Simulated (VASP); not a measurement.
A run of VASP 6.6.1:

Contents of INCAR:

```
SYSTEM = Sn
PREC = Accurate ; ENCUT = 520
EDIFF = 1E-8 ; ISMEAR = 0
SIGMA = 0.05 ; LREAL = .FALSE.
LASPH = .TRUE. ; NELM = 60
ALGO = Normal ; ISIF = 2
LWAVE = .FALSE. ; LCHARG = .FALSE.
METAGGA = R2SCAN ; LMIXTAU = .TRUE.
IVDW = 12 ; VDW_S6 = 1.0
VDW_S8 = 0.78981345 ; VDW_A1 = 0.49484001
VDW_A2 = 5.73083694 ; LEFG = .TRUE.
```

Contents of Sn.cif:

```cif
data_Sn
_cell_length_a 5.71909551
_cell_length_b 5.71909551
_cell_length_c 3.11092649
_cell_angle_alpha 90.00000000
_cell_angle_beta 90.00000000
_cell_angle_gamma 90.00000000
_space_group_name_H-M_alt 'I4_1/amd'
_space_group_name_Hall 'I 4bw 2bw -1bw'
_space_group_IT_number 141
loop_
_space_group_symop_operation_xyz
'x,y,z'
'-y,x+1/2,z+1/4'
'-x+1/2,-y+1/2,z+1/2'
'y+1/2,-x,z+3/4'
'x,-y+1/2,-z+1/4'
'-y,-x,-z'
'-x+1/2,y,-z+3/4'
'y+1/2,x+1/2,-z+1/2'
'-x,-y+1/2,-z+1/4'
'y,-x,-z'
'x+1/2,y,-z+3/4'
'-y+1/2,x+1/2,-z+1/2'
'-x,y,z'
'y,x+1/2,z+1/4'
'x+1/2,-y+1/2,z+1/2'
'-y+1/2,-x,z+3/4'
'x+1/2,y+1/2,z+1/2'
'-y+1/2,x,z+3/4'
'-x,-y,z'
'y,-x+1/2,z+1/4'
'x+1/2,-y,-z+3/4'
'-y+1/2,-x+1/2,-z+1/2'
'-x,y+1/2,-z+1/4'
'y,x,-z'
'-x+1/2,-y,-z+3/4'
'y+1/2,-x+1/2,-z+1/2'
'x,y+1/2,-z+1/4'
'-y,x,-z'
'-x+1/2,y+1/2,z+1/2'
'y+1/2,x,z+3/4'
'x,-y,z'
'-y,-x+1/2,z+1/4'
loop_
_atom_site_label
_atom_site_type_symbol
_atom_site_symmetry_multiplicity
_atom_site_Wyckoff_symbol
_atom_site_fract_x
_atom_site_fract_y
_atom_site_fract_z
_atom_site_occupancy
Sn1 Sn 4 a 0.0000000000 0.0000000000 0.0000000000 1
```

Contents of KPOINTS:

```
Automatic mesh
0
G
  5 5 9
  0 0 0
```

Contents of POSCAR:

```
Sn
 1.0000000000000000
     5.7190955099999998    0.0000000000000000    0.0000000000000000
     0.0000000000000000    5.7190955099999998    0.0000000000000000
     0.0000000000000000    0.0000000000000000    3.1109264900000002
 Sn 
   4
Cartesian
  0.0000000000000000  0.0000000000000000  0.0000000000000000
  0.0000000000000000  2.8595477549999999  0.7777316225000001
  2.8595477549999999  2.8595477549999999  1.5554632450000001
  2.8595477549999999  0.0000000000000000  2.3331948675000000
```

Potentials or basis: VASP PAW PBE potentials, release 64 (Sn_d).

The run is started by

```sh
$ ase convert -i cif -o vasp Sn.cif POSCAR
$ cat potpaw_PBE.64/Sn_d/POTCAR > POTCAR
$ mpirun -np 1 vasp_std > vasp.out
```

Hardware: 1 thread of Intel(R) Xeon(R) 6975P-C (Granite Rapids), with other jobs on the host.

Q: Estimate the wall time of this run.

A: Wall time 3 min on 1 thread of Intel(R) Xeon(R) 6975P-C (Granite Rapids), on a shared host, peak memory 0.27 GiB. Counts: scf iterations 23, k points 30.
